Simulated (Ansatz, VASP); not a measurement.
## MgB2: VASP beside Ansatz

INCAR

```
PREC     = Accurate       # precision mode
ENCUT    = 520            # plane-wave cutoff, eV
EDIFF    = 1E-6           # SCF threshold, eV
ISMEAR   = -1             # smearing method
SIGMA    = 0.05           # smearing width, eV
LREAL    = False          # projectors in reciprocal space
LASPH    = True           # aspherical terms in the spheres
NELM     = 100            # most SCF steps
ALGO     = Normal         # electronic algorithm
ISIF     = 2              # what is computed and relaxed
LWAVE    = False          # write WAVECAR
LCHARG   = True           # write CHGCAR
GGA      = CA             # functional
LELF     = True           # ELF
LVHAR    = True         
NBANDS   = 11             # bands
```

Contents of KPOINTS:

```
regular mesh
0
Gamma
  10 10 8
```

The input POSCAR:

```
MgB2
1.0
    3.1255967608      0.0000000000      0.0000000000
   -1.5627983804      2.7068461969      0.0000000000
    0.0000000000      0.0000000000      3.5693605797
Mg B
1 2
Direct
    0.0000000000      0.0000000000      0.0000000000
    0.6666666667      0.3333333333      0.5000000000
    0.3333333333      0.6666666667      0.5000000000
```

The input input.yaml:

```yaml
crystal:
  lattice:
    - [3.1255967608, 0.0, 0.0]
    - [-1.5627983804, 2.7068461969, 0.0]
    - [0.0, 0.0, 3.5693605797]
  atoms:
    - { symbol: Mg, position: [0.0, 0.0, 0.0] }
    - { symbol: B, position: [0.6666666667, 0.3333333333, 0.5] }
    - { symbol: B, position: [0.3333333333, 0.6666666667, 0.5] }
kpoints:
  mp_grid: { grid: [10, 10, 8] }
scf:
  occupations: { method: fermi_dirac, width: 0.05 }
hamiltonian:
  xc: lda
  pseudopotentials: { kind: all_electron, lapw: { basis_error: 0.002 } }
output:
  forces: true
  stress: true
  eigenvalues: true
```

Change from the starting cell: volume scaled by 1.04.

Alike in both runs: task single point; functional LDA; k mesh 10 × 10 × 8; occupations fermi-dirac, width 0.05 eV; no spin polarisation.

|  | VASP | Ansatz |
| --- | --- | --- |
| version | VASP 6.6.1 | Ansatz 0.2.0 |
| potentials or method | VASP PAW LDA potentials, release 64 (Mg, B) | all-electron LAPW, scalar-relativistic |
| plane-wave cutoff (eV) | 520 | see its input |

|  | VASP | Ansatz | Ansatz less VASP |
| --- | --- | --- | --- |
| gap on the k mesh at the Fermi level (eV) | none | none | - |
| pressure (GPa) | -13.0 | -12.4 | +0.58 |
| largest component of the traceless stress (GPa) | 1.80 | 1.92 | +0.121 |

A gap of «none» marks a metal or a gap that the smearing closes. Ansatz ran all-electron here, so the differences hold the error of VASP's frozen core and of both bases.
